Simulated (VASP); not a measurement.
A run of VASP 6.6.1:

File INCAR:

```
ALGO = Normal
EDIFF = 1E-6
ENCUT = 520
GGA = PE
ISIF = 2
ISMEAR = -1
LASPH = T
LCHARG = F
LREAL = F
LWAVE = F
NBANDS = 12
NELM = 100
PREC = Accurate
SIGMA = 0.025
```

The input KPOINTS:

```
k-points
0
Gamma
  10 10 10
```

POSCAR

```
Cd
1.0
    1.6080291515      0.9283960635      2.4492874100
   -1.6080291515      0.9283960635      2.4492874100
    0.0000000000     -1.8567921270      2.4492874100
Cd
1
Direct
    0.0000000000      0.0000000000      0.0000000000
```

Potentials or basis: VASP PAW PBE potentials, release 64 (Cd).

Launch:

```console
$ cat potpaw_PBE.64/Cd/POTCAR > POTCAR
$ mpirun -np 1 vasp_std > vasp.out
```

Hardware: 1 thread of Intel(R) Xeon(R) Platinum 8259CL CPU @ 2.50GHz (Skylake/Cascade Lake), on a shared host.

Question: Estimate the wall time of this run.

Answer: Run time: 15 s on 1 thread of Intel(R) Xeon(R) Platinum 8259CL CPU @ 2.50GHz (Skylake/Cascade Lake), on a shared host, peak memory 0.15 GiB. Counts: scf iterations 11, k points 116.
